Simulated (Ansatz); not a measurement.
Crystal: CuI (Marshite).

```
I Cu
1.0
     0.00000    3.03150    3.03150
     3.03150    0.00000    3.03150
     3.03150    3.03150    0.00000
I Cu
1 1
Direct
  0.00000 0.00000 0.00000
  0.75000 0.75000 0.75000
```

Program: Ansatz 0.2.0. Alike in all runs: cell as given. Hardware: 1 thread of Arm Neoverse V1 (shared host).

**Question.** Order these runs on this cell by their wall time, lowest first.
A. task band structure; level LDA; potentials or basis all-electron LAPW, scalar-relativistic; spin off; k mesh 8 × 8 × 8; cutoff (eV) 283; smearing fermi-dirac 0.05 eV; basis error allowed 0.001 eV/atom
B. task single point; level PBE; potentials or basis all-electron LAPW, scalar-relativistic; spin off; k mesh 5 × 5 × 5; cutoff (eV) 248; smearing fermi-dirac 0.03 eV; basis error allowed 0.003 eV/atom
C. task band structure; level LDA; potentials or basis all-electron LAPW, relativistic spinors; spin SOC, no magnetisation; k mesh 6 × 6 × 6; cutoff (eV) 283; smearing fermi-dirac 0.05 eV; basis error allowed 0.001 eV/atom

**Answer.** B (6.5 s), A (31 s), C (120 s).

Not every run made on this cell is shown here.
